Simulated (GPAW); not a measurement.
AlN: relaxation of cell and atoms with OLYP

The system is AlN.

```
Al N
1.0
     3.11300    0.00000    0.00000
    -1.55650    2.69594    0.00000
     0.00000    0.00000    4.98100
Al N
2 2
Cartesian
  1.5565 0.8986 2.4905
  0.0000 1.7973 0.0000
  1.5565 0.8986 4.3833
  0.0000 1.7973 1.8928
```

```
Program             : GPAW 26.7.0
Task                : relaxation of cell and atoms
Functional          : OLYP
Potentials or basis : PAW data sets generated in the run's folder for this functional
Cutoff              : 800 eV
Basis               : pw
k mesh              : 7 × 7 × 4
Occupations         : fermi-dirac, width 0.05 eV
Spin                : no spin polarisation
Target pressure     : 20 GPa
Eigensolver         : davidson
Maxiter             : 150
Optimizer           : BFGS
Fmax                : 0.02 eV/Å
Max steps           : 100
Target pressure     : 20 GPa
Convergence         : density=1e-06 energy=1e-06 eigenstates=1e-10
```

The relaxed volume is 9.81 Å³/atom. The relaxed cell is a = 3.056 Å, b = 3.056 Å, c = 4.851 Å, α = 90.00°, β = 90.00°, γ = 120.00° and the space group after relaxing (to 0.05 Å) is P6_3mc (No. 186). The energy change on relaxing (the enthalpy is what falls) is +50.9 meV/atom, the ionic steps are 10 and the pressure after relaxing is 20.1 GPa. The largest force after relaxing is 0.004 eV/Å. The band gap on the k mesh is 4.82 eV, direct.

Forces on the atoms (eV/Å):
```
Al   0.000  0.000 -0.004
Al   0.000  0.000 -0.004
N    0.000  0.000  0.004
N    0.000  0.000  0.004
```

Stress tensor (GPa, compression positive):
```
20.03  0.00  0.00
 0.00 20.03  0.00
 0.00  0.00 20.12
```

Step by step:
```csv
step,energy change (eV),largest force (eV/Å),pressure (GPa),volume (Å³)
1,0.0000,0.1436,4.98,41.80
2,0.0175,0.0906,7.24,41.37
3,0.2101,0.1222,20.41,39.20
4,0.1979,0.0544,19.82,39.28
5,0.1982,0.0151,19.85,39.28
6,0.2009,0.0301,20.00,39.26
7,0.2050,0.0427,20.21,39.22
8,0.2075,0.0402,20.32,39.20
9,0.2062,0.0205,20.21,39.21
10,0.2035,0.0044,20.06,39.23
```

Final structure:
```xyz
4
Lattice="3.0558 0.0000 0.0000 -1.5279 2.6464 0.0000 0.0000 0.0000 4.8513" Properties=species:S:1:pos:R:3 pbc="T T T"
Al    1.5279    0.8821    2.4152
Al    0.0000    1.7642   -0.0104
N     1.5279    0.8821    4.2794
N     0.0000    1.7642    1.8537
```

Levels at points of the mesh, in eV from the valence-band top:
```csv
k point,band 4,band 5,band 6,band 7,band 8,band 9,band 10,band 11,band 12,band 13
"(0.00, 0.00, 0.00)",-1.03,-1.03,-0.33,-0.33,0.00,4.82,7.25,11.33,11.62,11.62
"(0.00, 0.00, 0.50)",-3.43,-0.69,-0.69,-0.69,-0.69,7.07,7.07,11.02,11.02,11.94
```

It took 62 s on 1 thread of Intel(R) Xeon(R) 6975P-C (Granite Rapids), with other jobs on the host, peak memory 0.28 GiB.

Caveat: later steps reuse the first step's grids.
